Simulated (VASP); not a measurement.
# SnSe2 in VASP: further runs, part 2 of 2

VASP 6.6.1. Earlier steps stand in the parts before.

## 4. Work function, PBE, non-collinear spin, zero start, spin-orbit coupling

File INCAR:

```
PREC = Accurate
ENCUT = 520
EDIFF = 1E-6
ISMEAR = -1
SIGMA = 0.05
LREAL = F
LASPH = T
NELM = 100
ALGO = Fast
ISIF = 2
LWAVE = F
LCHARG = T
MAGMOM = 0 0 0 0 0 0 0 0 0
LORBIT = 11
LSORBIT = T
GGA_COMPAT = F
GGA = PE
LVHAR = T
LVACPOTAV = T
```

File KPOINTS:

```
Automatic mesh
0
Gamma
  10 10 1
```

File POSCAR:

```
SnSe2
1.0
    3.8110000000      0.0000000000      0.0000000000
   -1.9055000000      3.3004228138      0.0000000000
    0.0000000000      0.0000000000     21.1000000000
Se Sn
2 1
Direct
    0.6666666667      0.3333333333      0.4265402844
    0.3333333333      0.6666666667      0.5734597156
    0.0000000000      0.0000000000      0.5000000000
```

Potentials or basis: VASP PAW PBE potentials, release 64 (Se, Sn_d).

Started as:

```bash
$ cat potpaw_PBE.64/Se/POTCAR potpaw_PBE.64/Sn_d/POTCAR > POTCAR
$ mpirun -np 1 vasp_ncl > vasp.out
```

OUTCAR:

```text
PREC = Accurate
   ENCUT = 520
   EDIFF = 1E-6
   ISMEAR = -1
   LREAL = F
   LASPH = T
   NELM = 100
   ISIF = 2
   LORBIT = 11
   LSORBIT = T
   GGA = PE

 ion  position               nearest neighbor table
   1  0.667  0.333  0.427-   3 2.69   3 2.69   3 2.69
   2  0.333  0.667  0.573-   3 2.69   3 2.69   3 2.69
   3  0.000  0.000  0.500-   1 2.69   2 2.69   2 2.69   1 2.69   1 2.69   2 2.69

  LATTYP: Found a hexagonal cell.
 ALAT       =     3.8110000000
 C/A-ratio  =     5.5366045657

  Lattice vectors:

 A1 = (   3.8110000000,   0.0000000000,   0.0000000000)
 A2 = (  -1.9055000000,   3.3004228138,   0.0000000000)
 A3 = (   0.0000000000,   0.0000000000,  21.1000000000)

Analysis of symmetry for initial positions (statically):
=====================================================================
 Subroutine PRICEL returns:
 Original cell was already a primitive cell.

 Routine SETGRP: Setting up the symmetry group for a
 hexagonal supercell.

 Subroutine GETGRP returns: Found 12 space group operations
 (whereof 12 operations were pure point group operations)
 out of a pool of 24 trial point group operations.

[... 743 lines left out ...]
    -0.0000026    -0.0000001     0.0000000    -0.0000001     0.0000000
 l=   3
     0.0000000     0.0000000     0.0000000     0.0000000     0.0000000     0.0000000     0.0000000
     0.0000000     0.0000000     0.0000000     0.0000000     0.0000000     0.0000000     0.0000000
     0.0000000     0.0000000     0.0000000     0.0000000     0.0000000     0.0000000     0.0000000
     0.0000000     0.0000000     0.0000000     0.0000000     0.0000000     0.0000000     0.0000000
[... 29 lines left out ...]
 l=   2
     0.0000000    -0.0011966     0.0000000    -0.0011966    -0.0048229
    -0.0011966     0.0000000    -0.0036333    -0.0011959    -0.0011966
     0.0000000    -0.0036333     0.0000000    -0.0036333     0.0000000
    -0.0011966    -0.0011959    -0.0036333     0.0000000    -0.0011966
    -0.0048229    -0.0011966     0.0000000    -0.0011966     0.0000000
 l=   3
     0.0000000     0.0000000     0.0000000     0.0000000     0.0000000     0.0000000     0.0000000
     0.0000000     0.0000000     0.0000000     0.0000000     0.0000000     0.0000000     0.0000000
     0.0000000     0.0000000     0.0000000     0.0000000     0.0000000     0.0000000     0.0000000
     0.0000000     0.0000000     0.0000000     0.0000000     0.0000000     0.0000000     0.0000000
     0.0000000     0.0000000     0.0000000     0.0000000     0.0000000     0.0000000     0.0000000
     0.0000000     0.0000000     0.0000000     0.0000000     0.0000000     0.0000000     0.0000000
     0.0000000     0.0000000     0.0000000     0.0000000     0.0000000     0.0000000     0.0000000

 total charge

# of ion       s       p       d       tot
------------------------------------------
    1        1.481   2.330   0.027   3.838
    2        1.481   2.330   0.027   3.838
    3        1.050   1.047  10.111  12.209
--------------------------------------------------
tot          4.013   5.707  10.165  19.885

 magnetization (x)

# of ion       s       p       d       tot
------------------------------------------
    1        0.000   0.000  -0.000   0.000
    2        0.000  -0.000   0.000  -0.000
    3        0.000   0.000  -0.000  -0.000
--------------------------------------------------
tot          0.000  -0.000  -0.000  -0.000

 magnetization (y)

# of ion       s       p       d       tot
------------------------------------------
    1        0.000  -0.000   0.000  -0.000
    2        0.000  -0.000  -0.000  -0.000
    3       -0.000  -0.000   0.000  -0.000
--------------------------------------------------
tot         -0.000  -0.000   0.000  -0.000

 magnetization (z)

# of ion       s       p       d       tot
------------------------------------------
    1        0.000   0.000   0.000   0.000
    2        0.000   0.000   0.000   0.000
    3       -0.000   0.000   0.000  -0.000
--------------------------------------------------
tot         -0.000   0.000   0.000  -0.000
```

OSZICAR:

```text
N       E                     dE             d eps       ncg     rms          rms(c)
DAV:   1     0.205985600729E+03    0.20599E+03   -0.10723E+04  1144   0.124E+03
[... 14 lines left out ...]
RMM:  16    -0.118979277051E+02   -0.65182E-04   -0.13469E-05  1161   0.186E-02    0.212E-03
RMM:  17    -0.118979349810E+02   -0.72759E-05   -0.14583E-06   947   0.786E-03    0.269E-03
RMM:  18    -0.118979459431E+02   -0.10962E-04   -0.87382E-07   840   0.585E-03    0.520E-04
RMM:  19    -0.118979480423E+02   -0.20992E-05   -0.22909E-07   749   0.382E-03    0.927E-04
RMM:  20    -0.118979495085E+02   -0.14662E-05   -0.12400E-07   730   0.298E-03    0.352E-04
RMM:  21    -0.118979506714E+02   -0.11629E-05   -0.33974E-07   772   0.332E-03    0.396E-04
RMM:  22    -0.118979508095E+02   -0.13815E-06   -0.19042E-07   738   0.293E-03
   1 F= -.11897951E+02 E0= -.11897944E+02  d E =-.139548E-04  mag=    -0.0000    -0.0000     0.0000
```

Wall time 5 min (1 thread of Intel Xeon 6975P-C (Granite Rapids), shared host); peak memory 0.95 GiB.

What came out:

- Free energy: -11.8980 eV
- Largest force: 0.655 eV/Å
- Net moment: 0.00 μB per cell
- Valence electrons inside the program's atomic spheres: Se 3.84; Sn 12.21

Forces on the atoms (eV/Å):
```
Se   0.000  0.000 -0.655
Se   0.000  0.000  0.655
Sn   0.000  0.000  0.000
```

Moments on the atoms (μB; x, y, z):
```
Se  0.00 0.00 0.00
Se  0.00 0.00 0.00
Sn  0.00 0.00 0.00
```

## 5. Summary

| level | potentials or basis | spin | gap on the mesh (eV) | largest force (eV/Å) |
| --- | --- | --- | --- | --- |
| LDA | VASP PAW LDA potentials, release 64 (Se, Sn_d) | off | 0.79 | 0.17 |
| PBE | VASP PAW PBE potentials, release 64 (Se, Sn_d) | off | 0.91 | 0.65 |
| PBE | VASP PAW PBE potentials, release 64 (Se, Sn_d) | non-collinear, zero start, SOC | - | 0.66 |

Alike in all rows: task work function; cell as given; k mesh 10 × 10 × 1; cutoff (eV) 520; smearing fermi-dirac 0.05 eV.

Caveats: spin-orbit coupling is left out, which moves the levels of the heavy elements (some runs).

Total energies depend on the potentials used, so only differences within one code and one set of settings carry meaning.
